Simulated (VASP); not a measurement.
# NiO2 (P-3m1) in VASP: single point with r2SCAN+U

Aim: the single point of NiO2 with r2SCAN+U.

Program: VASP 6.6.1. These are calculated values, not measurements. Logs are shortened: lines on timing, memory, paths and dates and some standing lists are left out, and cuts for length are marked.

## 1. The crystal as given

Symmetry: P-3m1, No. 164, trigonal system. The conventional cell has a = 2.799 Å, b = 2.799 Å, c = 4.618 Å, α = 90.00°, β = 90.00°, γ = 120.00°. Around Ni (site symmetry -3m) lie 6 O at 1.88 Å. O (site symmetry 3m) is surrounded by 3 Ni at 1.88 Å.

The cell comes from a database or a generator and needn't be the stable form of this composition.

## 2. Single point, r2SCAN+U, collinear spin, typed start

The input, POSCAR:

```
NiO2
1.0
    2.7987818650      0.0000000000      0.0000000000
   -1.3993909325      2.4238161948      0.0000000000
    0.0000000000      0.0000000000      4.6182730000
Ni O
1 2
Direct
    0.0000000000      0.0000000000      0.5000000000
    0.3333333333      0.6666666667      0.2939610000
    0.6666666667      0.3333333333      0.7060390000
```

The input, INCAR.step1:

```
SYSTEM = NiO2
PREC     = Accurate       ! precision mode
ENCUT    = 520            ! plane-wave cutoff, eV
ISMEAR   = -1             ! smearing method
SIGMA    = 0.025          ! smearing width, eV
LREAL    = .False.        ! projectors in reciprocal space
LASPH    = .True.         ! aspherical terms in the spheres
NELM     = 150            ! most SCF steps
ISPIN    = 2              ! spin polarisation
MAGMOM   = 1 0 0          ! initial moments
LMAXMIX  = 4              ! l up to which the mixer works
LDAU     = .True.         ! DFT+U
LDAUTYPE = 2            
LDAUL    = 2 -1           ! shell
LDAUU    = 4 0            ! U, eV
LDAUJ    = 0 0          
NBANDS   = 22             ! bands
GGA      = PE             ! functional
ALGO     = Normal         ! electronic algorithm
EDIFF    = 1E-4           ! SCF threshold, eV
LWAVE    = .True.         ! write WAVECAR
LCHARG   = .False.        ! write CHGCAR
```

The input, INCAR.step2:

```
SYSTEM = NiO2
PREC     = Accurate       ! precision mode
ENCUT    = 520            ! plane-wave cutoff, eV
EDIFF    = 1E-6           ! SCF threshold, eV
ISMEAR   = -1             ! smearing method
SIGMA    = 0.025          ! smearing width, eV
LREAL    = .False.        ! projectors in reciprocal space
LASPH    = .True.         ! aspherical terms in the spheres
NELM     = 150            ! most SCF steps
ALGO     = Normal         ! electronic algorithm
ISIF     = 2              ! what is computed and relaxed
LWAVE    = .False.        ! write WAVECAR
LCHARG   = .True.         ! write CHGCAR
ISPIN    = 2              ! spin polarisation
MAGMOM   = 1 0 0          ! initial moments
LORBIT   = 11             ! projections on sites
LMAXMIX  = 4              ! l up to which the mixer works
LDAU     = .True.         ! DFT+U
LDAUTYPE = 2            
LDAUL    = 2 -1           ! shell
LDAUU    = 4 0            ! U, eV
LDAUJ    = 0 0          
LDAUPRINT= 1            
METAGGA  = R2SCAN         ! meta-GGA
LMIXTAU  = .True.       
LELF     = .True.         ! ELF
LVHAR    = .True.       
NBANDS   = 22             ! bands
ISTART   = 1
```

The input, KPOINTS:

```
Automatic mesh
0
Gamma
  11 11 6
  0 0 0
```

Potentials or basis: VASP PAW PBE potentials, release 64 (Ni, O).

Started as:

```sh
cat potpaw_PBE.64/Ni/POTCAR potpaw_PBE.64/O/POTCAR > POTCAR
cp INCAR.step1 INCAR
mpirun -np 1 vasp_std > vasp.out
cp INCAR.step2 INCAR
mpirun -np 1 vasp_std > vasp.out
```

OUTCAR:

```text
SYSTEM = NiO2
   PREC = Accurate
   ENCUT = 520
   EDIFF = 1E-6
   ISMEAR = -1
   LREAL = .False.
   LASPH = .True.
   NELM = 150
   ISIF = 2
   ISPIN = 2
   LORBIT = 11
   METAGGA = R2SCAN
   ISTART = 1

 ion  position               nearest neighbor table
   1  0.000  0.000  0.500-   2 1.88   3 1.88   3 1.88   2 1.88   3 1.88   2 1.88
   2  0.333  0.667  0.294-   1 1.88   1 1.88   1 1.88
   3  0.667  0.333  0.706-   1 1.88   1 1.88   1 1.88

  LATTYP: Found a hexagonal cell.
 ALAT       =     2.7987818650
 C/A-ratio  =     1.6501010878

  Lattice vectors:

 A1 = (   2.7987818650,   0.0000000000,   0.0000000000)
 A2 = (  -1.3993909325,   2.4238161948,   0.0000000000)
 A3 = (   0.0000000000,   0.0000000000,   4.6182730000)

Analysis of symmetry for initial positions (statically):
=====================================================================
 Subroutine PRICEL returns:
 Original cell was already a primitive cell.

 Routine SETGRP: Setting up the symmetry group for a
 hexagonal supercell.

 Subroutine GETGRP returns: Found 12 space group operations
 (whereof 12 operations were pure point group operations)
 out of a pool of 24 trial point group operations.

The static configuration has the point symmetry D_3d.

Analysis of symmetry for dynamics (positions and initial velocities):
=====================================================================
 Subroutine PRICEL returns:
 Original cell was already a primitive cell.

 Routine SETGRP: Setting up the symmetry group for a
 hexagonal supercell.

 Subroutine GETGRP returns: Found 12 space group operations
 (whereof 12 operations were pure point group operations)
 out of a pool of 24 trial point group operations.

The dynamic configuration has the point symmetry D_3d.

Analysis of structural, dynamic, and magnetic symmetry:
=====================================================================
 Subroutine PRICEL returns:
 Original cell was already a primitive cell.

 Routine SETGRP: Setting up the symmetry group for a
 hexagonal supercell.

 Subroutine GETGRP returns: Found 12 space group operations
 (whereof 12 operations were pure point group operations)
 out of a pool of 24 trial point group operations.

The overall configuration has the point symmetry D_3d.

 Subroutine INISYM returns: Found 12 space group operations
 (whereof 12 operations are pure point group operations),
 and found     1 'primitive' translations

----------------------------------------------------------------------------------------

                                     Primitive cell

  volume of cell :      31.3291

  direct lattice vectors                    reciprocal lattice vectors
     2.798781865  0.000000000  0.000000000     0.357298299  0.206286269  0.000000000
    -1.399390933  2.423816195  0.000000000     0.000000000  0.412572538  0.000000000
     0.000000000  0.000000000  4.618273000     0.000000000  0.000000000  0.216531158

  length of vectors
     2.798781865  2.798781865  4.618273000     0.412572538  0.412572538  0.216531158

  position of ions in fractional coordinates (direct lattice)
     0.000000000  0.000000000  0.500000000
     0.333333333  0.666666667  0.293961000
     0.666666667  0.333333333  0.706039000

  ion indices of the primitive-cell ions
   primitive index   ion index
                 1           1
                 2           2
                 3           3

----------------------------------------------------------------------------------------

 KPOINTS: Automatic mesh
[... 66 lines left out ...]
   ENCUT  =  520.0 eV  38.22 Ry    6.18 a.u.   5.20  5.20  8.59*2*pi/ulx,y,z
   NELM   =    150;   NELMIN=  2; NELMDL=  0     # of ELM steps
   EDIFF  = 0.1E-05   stopping-criterion for ELM
   LREAL  =      F    real-space projection
   EDIFFG = 0.1E-04   stopping-criterion for IOM
   NSW    =      0    number of steps for IOM
   IBRION =     -1    ionic relax: 0-MD 1-quasi-New 2-CG
   NFREE  =      0    steps in history (QN), initial steepest desc. (CG)
   ISIF   =      2    stress and relaxation
   ISYM   =      2    0-nonsym 1-usesym 2-fastsym
   POTIM  = 0.5000    time-step for ionic-motion
   TEBEG  =    0.0;   TEEND  =   0.0 temperature during run
   PSTRESS=    0.0 pullay stress
   NELECT =      22.0000    total number of electrons
   NUPDOWN=      -1.0000    fix difference up-down
   EMIN   =  10.00;   EMAX   =-10.00  energy-range for DOS
   EFERMI =   0.00;   METHOD = LEGACY
   ISMEAR =    -1;   SIGMA  =   0.03  broadening in eV -4-tet -1-fermi 0-gaus
   EFERMI_NEDOS =   21; number of points for ismear=-14 and -15
   IALGO  =     38    algorithm
   IMIX   =      4    mixing-type and parameters
     AMIX     =   0.40;   BMIX     =  1.00
     AMIX_MAG =   1.60;   BMIX_MAG =  1.00
  volume/ion in A,a.u.               =      10.44        70.47
  Fermi-wavevector in a.u.,A,eV,Ry     =   1.455123  2.749783 28.808732  2.117382
  Thomas-Fermi vector in A             =   2.572194
   LORBIT       =     11    0 simple, 1 ext, 2 COOP (PROOUT), +10 PAW based schemes
 LDA+U is selected, type is set to LDAUTYPE =  2
   angular momentum for each species LDAUL =     2   -1
   U (eV)           for each species LDAUU =   4.0  0.0
   J (eV)           for each species LDAUJ =   0.0  0.0
   METAGGA = R2SCAN    functional components
   LHFCALC =     F    Hartree Fock is set to
   AEXX    =    0.0000 exact exchange contribution
   IVDW    =     0    specifies the selected vdW correction
   LEPSILON=     F    determine dielectric tensor
   LRPA    =     F    only Hartree local field effects (RPA)
 spin polarized calculation
  energy-cutoff  :      520.00
  volume of cell :       31.33
 maximum number of plane-waves:       856
 NGX is ok and might be reduce to    24
   NGX = 11   NGY = 11   NGZ = 17

atom =   1  type =  1  l = 2

 onsite density matrix

spin component  1

  0.8391  0.0000  0.0000 -0.1950 -0.0000
  0.0000  0.7387 -0.0000  0.0000 -0.1950
  0.0000 -0.0000  0.9867  0.0000  0.0000
 -0.1950  0.0000  0.0000  0.7387 -0.0000
 -0.0000 -0.1950  0.0000 -0.0000  0.8391

spin component  2

  0.8391  0.0000  0.0000 -0.1950 -0.0000
  0.0000  0.7387 -0.0000  0.0000 -0.1950
  0.0000 -0.0000  0.9867  0.0000  0.0000
 -0.1950  0.0000  0.0000  0.7387 -0.0000
 -0.0000 -0.1950  0.0000 -0.0000  0.8391

 occupancies and eigenvectors

  o =  0.5875  v =  0.0000  0.0000  0.0000  0.0000  0.0000 -0.6127  0.0000  0.0000 -0.7903 -0.0000      0.0000  0.0000  0.0000  0.0000  0.0000  0.0000  0.0000  0.0000  0.0000  0.0000
  o =  0.5875  v =  0.0000  0.0000  0.0000  0.0000  0.0000  0.0000  0.7903 -0.0000 -0.0000  0.6127      0.0000  0.0000  0.0000  0.0000  0.0000  0.0000  0.0000  0.0000  0.0000  0.0000
  o =  0.5876  v = -0.6127  0.0000  0.0000 -0.7903 -0.0000  0.0000  0.0000  0.0000  0.0000  0.0000      0.0000  0.0000  0.0000  0.0000  0.0000  0.0000  0.0000  0.0000  0.0000  0.0000
  o =  0.5876  v =  0.0000  0.7903 -0.0000 -0.0000  0.6127  0.0000  0.0000  0.0000  0.0000  0.0000      0.0000  0.0000  0.0000  0.0000  0.0000  0.0000  0.0000  0.0000  0.0000  0.0000
  o =  0.9867  v =  0.0000 -0.0000 -1.0000 -0.0000  0.0000  0.0000  0.0000  0.0000  0.0000  0.0000      0.0000  0.0000  0.0000  0.0000  0.0000  0.0000  0.0000  0.0000  0.0000  0.0000
  o =  0.9867  v =  0.0000  0.0000  0.0000  0.0000  0.0000  0.0000 -0.0000 -1.0000 -0.0000  0.0000      0.0000  0.0000  0.0000  0.0000  0.0000  0.0000  0.0000  0.0000  0.0000  0.0000
  o =  0.9902  v = -0.7903  0.0000 -0.0000  0.6127  0.0000  0.0000  0.0000  0.0000  0.0000  0.0000      0.0000  0.0000  0.0000  0.0000  0.0000  0.0000  0.0000  0.0000  0.0000  0.0000
  o =  0.9902  v =  0.0000 -0.6127  0.0000 -0.0000  0.7903  0.0000  0.0000  0.0000  0.0000  0.0000      0.0000  0.0000  0.0000  0.0000  0.0000  0.0000  0.0000  0.0000  0.0000  0.0000
  o =  0.9902  v =  0.0000  0.0000  0.0000  0.0000  0.0000 -0.7903  0.0000 -0.0000  0.6127  0.0000      0.0000  0.0000  0.0000  0.0000  0.0000  0.0000  0.0000  0.0000  0.0000  0.0000
  o =  0.9902  v =  0.0000  0.0000  0.0000  0.0000  0.0000  0.0000 -0.6127  0.0000 -0.0000  0.7903      0.0000  0.0000  0.0000  0.0000  0.0000  0.0000  0.0000  0.0000  0.0000  0.0000

 number of electron      22.0000018 magnetization      -0.0000000

 Free energy of the ion-electron system (eV)
  ---------------------------------------------------
  ext. energy  EPLUGINS =         0.00000000
  ---------------------------------------------------
  free energy    TOTEN  =       -24.30253008 eV

  energy without entropy =      -24.30253008  energy(sigma->0) =      -24.30253008

 E-fermi :   2.3637     XC(G=0): -11.5164

 val. band max:        1.7662073506   @ k =   0.1818   0.0000   0.0000
 cond. band min:       3.2408262966   @ k =   0.2727   0.0000   0.3333
 fundamental gap:      1.4746189460
 Fermi energy:         2.3637181266

 spin component 1

 k-point     1 :       0.0000    0.0000    0.0000
  band No.  band energies     occupation
      1     -18.2854      1.00000
      2     -15.9271      1.00000
      3      -4.4147      1.00000
      4      -3.6846      1.00000
      5      -3.6846      1.00000
      6      -1.5704      1.00000
[... 1193 lines left out ...]
     21      27.6690      0.00000
     22      28.7814      0.00000

 [... further k-points ...]
[... 5 lines left out ...]
  --------------------------------------------------------------------------------------
  -------------------------------------------------------------------------------------
  Total       -2.0421950     -2.0421950     -1.1013411      0.0000000     -0.0000000      0.0000000
  in kB     -104.4382178   -104.4382178    -56.3227789      0.0000000     -0.0000000      0.0000000
  external PRESSURE =     -88.3997382 kB  Pullay stress =       0.0000000 kB

 VOLUME and BASIS-vectors are now :
 -----------------------------------------------------------------------------
  energy-cutoff  :      520.00
  volume of cell :       31.33
      direct lattice vectors                 reciprocal lattice vectors
     2.798781865  0.000000000  0.000000000     0.357298299  0.206286269  0.000000000
    -1.399390933  2.423816195  0.000000000     0.000000000  0.412572538  0.000000000
     0.000000000  0.000000000  4.618273000     0.000000000  0.000000000  0.216531158

 POSITION                                       TOTAL-FORCE (eV/Angst)
 -----------------------------------------------------------------------------------
      0.00000      0.00000      2.30914        -0.000000      0.000000      0.000000
     -0.00000      1.61588      1.35759         0.000000     -0.000000      0.550558
      1.39939      0.80794      3.26068        -0.000000      0.000000     -0.550558
 -----------------------------------------------------------------------------------
    total drift:                               -0.000000      0.000000      0.000000

  FREE ENERGIE OF THE ION-ELECTRON SYSTEM (eV)
  ---------------------------------------------------
  free  energy   TOTEN  =       -24.3025300759 eV

  energy  without entropy=      -24.3025300759  energy(sigma->0) =      -24.30253008

 total charge

# of ion       s       p       d       tot
------------------------------------------
    1        0.503   0.807   8.250   9.560
    2        1.596   3.342   0.000   4.939
    3        1.596   3.342   0.000   4.939
--------------------------------------------------
tot          3.695   7.492   8.250  19.437

 magnetization (x)

# of ion       s       p       d       tot
------------------------------------------
    1        0.000   0.000   0.000   0.000
    2        0.000  -0.000   0.000  -0.000
    3        0.000  -0.000   0.000  -0.000
--------------------------------------------------
tot          0.000  -0.000   0.000   0.000
```

It took 6.8 min on 1 thread of AMD EPYC 7R13 (Zen 3), shared host; peak memory 0.21 GiB.

Results:

* Free energy: -24.3025 eV
* Pressure: -8.8 GPa
* Largest force: 0.551 eV/Å
* Band gap on the k mesh: 1.47 eV, indirect (least direct gap 1.73 eV)
* Net moment: 0.00 μB per cell
* Valence electrons inside the program's atomic spheres: Ni 9.56; O 4.94

Forces on the atoms (eV/Å):
```
Ni   0.000  0.000  0.000
O    0.000  0.000  0.551
O    0.000  0.000 -0.551
```

Levels at points of the mesh, in eV from the valence-band top:
Spin up:
```
           k point  band 7  band 8  band 9  band 10  band 11  band 12  band 13  band 14  band 15  band 16
(0.00, 0.00, 0.00)   -3.34   -1.28   -0.53    -0.53    -0.20     2.77     2.77     8.97    12.57    16.47
(0.00, 0.00, 0.50)   -3.34   -1.51   -0.75    -0.57    -0.57     2.81     2.81    11.20    11.24    15.68
```
Spin down:
| k point | band 7 | band 8 | band 9 | band 10 | band 11 | band 12 | band 13 | band 14 | band 15 | band 16 |
| --- | --- | --- | --- | --- | --- | --- | --- | --- | --- | --- |
| (0.00, 0.00, 0.00) | -3.34 | -1.28 | -0.53 | -0.53 | -0.20 | 2.77 | 2.77 | 8.97 | 12.57 | 16.47 |
| (0.00, 0.00, 0.50) | -3.34 | -1.51 | -0.75 | -0.57 | -0.57 | 2.81 | 2.81 | 11.20 | 11.24 | 15.68 |

Eigenvalues of the final occupation matrices:
```
    site  spin  trace               eigenvalues
site 1 d     1   4.14  0.59 0.59 0.99 0.99 0.99
site 1 d     2   4.14  0.59 0.59 0.99 0.99 0.99
```

Caveat: the PAW data sets were made with another functional, which shifts forces and pressure a little; an odd mesh through Γ misses points on the zone boundary, where band edges often lie. The state reached can hang on the start; a lower one may exist.
